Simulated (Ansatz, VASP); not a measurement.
# Two plane-wave programs on InGa3P4

```xyz
8
Lattice="0.0000 2.7778 -2.7778 -2.7778 -5.5555 -2.7778 -5.5555 2.7778 2.7778" Properties=species:S:1:pos:R:3 pbc="T T T"
In   -2.7682    0.0046   -2.7732
Ga    0.0444    0.0046    0.0046
Ga   -5.5570   -0.0023   -0.0023
Ga   -2.8235    2.7721   -0.0057
P    -4.3079   -1.3952   -1.3952
P    -1.3082    1.4681   -1.3097
P    -6.8667    1.3362   -1.4415
P    -4.1905    1.3674    1.3674
```

Alike in both runs: functional PBEsol; k mesh 8 × 8 × 4; occupations gaussian, width 0.02 eV; no spin polarisation.

Ansatz relaxed the structure, and its values are those at the end. VASP's run is a single point on that final structure, the one shown.

|  | VASP | Ansatz |
| --- | --- | --- |
| version | VASP 6.6.1 | Ansatz 0.2.0 |
| potentials or method | VASP PAW PBE potentials, release 64 (In_d, Ga_d, P) | scalar-relativistic, plane waves, PAW |
| plane-wave cutoff (eV) | 520 | 420 |
| valence electrons in the cell | 72 | 72 |

```tsv
	VASP	Ansatz	Ansatz less VASP
gap on the k mesh at the Fermi level (eV)	1.12	1.12	-0.002
least direct gap on the mesh (eV)	1.12	1.12	-0.002
pressure (GPa)	-0.4	-0.3	+0.07
```

Ansatz warned: «pseudo_functional_mismatch».

Caveats: the PAW data sets were made with another functional, which shifts forces and pressure a little (VASP); spin-orbit coupling is left out, which moves the levels of the heavy elements. Expect the measured gap to be larger: semilocal functionals such as PBEsol lack the derivative discontinuity. A k mesh can miss the band edges.
